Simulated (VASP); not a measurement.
An input for Quantum ESPRESSO's pw.x (written as the equivalent of a VASP run, and not itself run):

```
&CONTROL
  calculation = 'scf'
  pseudo_dir = './pseudo'
  outdir = './out'
  tprnfor = .true.
  tstress = .true.
/
&SYSTEM
  ibrav = 0
  nat = 2
  ntyp = 2
  ecutwfc = 74
  occupations = 'tetrahedra'
  input_dft = 'pbesol'
/
&ELECTRONS
  conv_thr = 7.3e-09
  electron_maxstep = 100
/
ATOMIC_SPECIES
  Li 6.940 Li.upf
  I 126.904 I.upf
CELL_PARAMETERS angstrom
     0.0000000    2.9530392    2.9530392
     2.9530392    0.0000000    2.9530392
     2.9530392    2.9530392    0.0000000
ATOMIC_POSITIONS crystal
  Li   0.0000000  0.0000000  0.0000000
  I    0.5000000  0.5000000  0.5000000
K_POINTS automatic
  9 9 9 0 0 0
```

Q: Write the VASP files for the same calculation (PBEsol).

A: Several could match; the one computed here: 
INCAR:
```
ALGO = Normal
EDIFF = 1E-7
ENCUT = 520
GGA = PS
ISIF = 2
ISMEAR = -5
LASPH = T
LCHARG = T
LMAXMIX = 4
LORBIT = 11
LREAL = F
LWAVE = F
NEDOS = 601
NELM = 100
PREC = Accurate
SYSTEM = LiI
```

**KPOINTS**
```
kpoints
0
Gamma
 9 9 9
0 0 0
```

POSCAR:
```
LiI
1.0
  0.0000000000   2.9530391744   2.9530391744
  2.9530391744   0.0000000000   2.9530391744
  2.9530391744   2.9530391744   0.0000000000
Li I
1 1
Cartesian
  0.0000000000   0.0000000000   0.0000000000
  2.9530391744   2.9530391744   2.9530391744
```

POTCAR, in this order: Li_sv I (PBE.64 set). Program: vasp_std.

Limits of the translation: the potentials are each code's own (VASP's PAW set, PseudoDojo norm-conserving files in pw.x), so ENCUT and ecutwfc are chosen apart and not converted; conv_thr bounds pw.x's estimated SCF error, while EDIFF bounds the energy change between steps.

The structure was generated: LiI was put into the rock salt type (Fm-3m), which need not be its known phase. It was relaxed first, which changed the volume by +7 %.
